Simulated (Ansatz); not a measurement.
# SiSe2: the cost of one run

Program: Ansatz 0.2.0. PAW datasets, plane waves. No spin polarisation and no zero-point or thermal motion.

### 1 Starting point

The unstrained cell was relaxed with r2SCAN+rVV10; in each strained cell the atoms were relaxed again with r2SCAN+rVV10. Names of k-points are those of the unstrained zone, where strain can split equivalent points. First state: no strain.

The symmetry is Ibam (No. 72, orthorhombic); a = 5.979 Å, b = 9.595 Å, c = 5.847 Å in the conventional setting, 27.96 Å³ an atom. Around Si lie 4 Se at 2.28 Å; around Se lie 2 Si at 2.28 Å.

The structure in full:

Space group Ibam (No. 72). a = 5.979 Å, b = 9.595 Å, c = 5.847 Å, α = 90.00°, β = 90.00°, γ = 90.00°
```json
{"atom": "Si", "site": "4a", "symmetry": "222", "x": "0.0000", "y": "0.0000", "z": "0.2500"}
{"atom": "Se", "site": "8j", "symmetry": "..m", "x": "0.2847", "y": "0.6241", "z": "0.5000"}
```

### 2 No strain: PBE

input.yaml

```yaml
crystal:
  lattice:
    - [4.1380759506, -4.7977420263, -0.6030545367]
    - [4.1380759506, 4.7977420263, -0.6030545367]
    - [-3.4429587669, 0.0, 4.7260216539]
  atoms:
    - { symbol: Si, position: [1.0000023295, -2.3295e-06, 0.75] }
    - { symbol: Si, position: [-2.3295e-06, 1.0000023295, 0.25] }
    - { symbol: Se, position: [0.6605574649, 0.9087471363, 0.2846221443] }
    - { symbol: Se, position: [0.0912528637, 0.3394425351, 0.2153778557] }
    - { symbol: Se, position: [0.3394425351, 0.0912528637, 0.7153778557] }
    - { symbol: Se, position: [0.9087471363, 0.6605574649, 0.7846221443] }
kpoints:
  mp_grid: { grid: [6, 6, 6] }
  band_path:
    path:
      - [0.0, 0.0, 0.0]
      - [0.5, 0.5, -0.5]
      - [0.7500998437, 0.2499001563, -0.5]
      - [0.2499001563, -0.2499001563, -0.5]
      - [0.0, 0.0, -0.5]
      - [0.5, -0.5, 0.0]
      - [0.5, 0.0, -0.5]
      - [0.0, -0.5, 0.0]
      - [0.291667, 0.296875, 0.0]
    npoints: 1
hamiltonian:
  xc: pbe
scf:
  occupations: { method: fermi_dirac, width: 0.02 }
  n_extra_bands: 5
output:
  forces: true
  stress: true
  eigenvalues: true
  write_density: true
  write_potential: true
  elf: true
  volumetric_format: npy
```

The run is started by

```bash
$ ansatz run input.yaml --threads 4 --pin off --max-ram 4608MiB --backend cpu --events-out ev --progress --plain --runs-dir out
```

Q: Estimate wall time and peak memory on 4 threads of Intel Xeon 6975P-C (Granite Rapids), shared host.

About 6 s, with a peak of 0.75 GiB.
